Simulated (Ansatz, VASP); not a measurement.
## One calculation of ZnSe, two programs

Contents of INCAR:

```
SYSTEM = ZnSe
PREC     = Accurate       ! precision mode
ENCUT    = 520            ! plane-wave cutoff, eV
EDIFF    = 1E-6           ! SCF threshold, eV
ISMEAR   = 0              ! smearing method
SIGMA    = 0.01           ! smearing width, eV
LREAL    = .FALSE.        ! projectors in reciprocal space
LASPH    = .TRUE.         ! aspherical terms in the spheres
NELM     = 60             ! most SCF steps
ALGO     = Normal         ! electronic algorithm
ISIF     = 2              ! what is computed and relaxed
LWAVE    = .FALSE.        ! write WAVECAR
LCHARG   = .TRUE.         ! write CHGCAR
LELF     = .TRUE.         ! ELF
LVHAR    = .TRUE.       
NBANDS   = 16             ! bands
```

File KPOINTS:

```
Automatic mesh
0
G
  8 8 8
  0 0 0
```

The input POSCAR:

```
ZnSe
1.0
    2.8115970160      2.8115970160      0.0000000000
   -2.8115970160      2.8115970160      0.0000000000
    0.0000000000      2.8115970160      2.7498389218
Zn Se
1 1
Direct
    0.0000000000      0.0000000000      0.0000000000
    0.7500000000      0.2500000000      0.5000000000
```

Input for Ansatz:

```yaml
crystal:
  lattice:
    - [2.81159701601, 2.81159701601, 0.0]
    - [-2.81159701601, 2.81159701601, 0.0]
    - [0.0, 2.81159701601, 2.7498389218]
  atoms:
    - { symbol: Zn, position: [0.0, 0.0, 0.0] }
    - { symbol: Se, position: [0.75, 0.25, 0.5] }
kpoints:
  mp_grid: { grid: [8, 8, 8] }
scf:
  occupations: { method: fixed }
  convergence: { dr2_threshold: 1.0e-10 }
hamiltonian:
  xc: lda
  pseudopotentials: { kind: all_electron, lapw: { basis_error: 0.0005 } }
output:
  forces: true
  stress: true
  eigenstates:
    kpoints:
      - [0.0, 0.0, 0.0]
      - [-0.5, -0.5, -0.5]
      - [-0.5, 0.5, 0.0]
      - [0.0, 0.0, -0.5]
      - [0.0, -0.5, -0.5]
      - [0.0, 0.5, 0.0]
      - [-0.5, 0.0, 0.0]
      - [-0.5, 0.0, -0.5]
  eigenvalues: true
```

Change from the starting cell: film at in-plane strain +0.01.

Alike in both runs: task single point; functional LDA; k mesh 8 × 8 × 8; no spin polarisation.

|  | VASP | Ansatz |
| --- | --- | --- |
| version | VASP 6.6.1 | Ansatz 0.2.0 |
| potentials or method | VASP PAW LDA potentials, release 64 (Zn, Se) | all-electron LAPW, scalar-relativistic |
| plane-wave cutoff (eV) | 520 | see its input |
| occupations | gaussian, width 0.01 eV | fixed |

VASP gave:

```
gap on the k mesh at the Fermi level (eV)       : 1.20
pressure (GPa)                                  : -0.2
largest component of the traceless stress (GPa) : 0.55
```

**Question.** What did Ansatz give for the same quantities?

**Answer.** gap on the k mesh at the Fermi level (eV): 1.16; pressure (GPa): -0.5; largest component of the traceless stress (GPa): 0.55.

Ansatz ran all-electron here, so the differences hold the error of VASP's frozen core and of both bases.
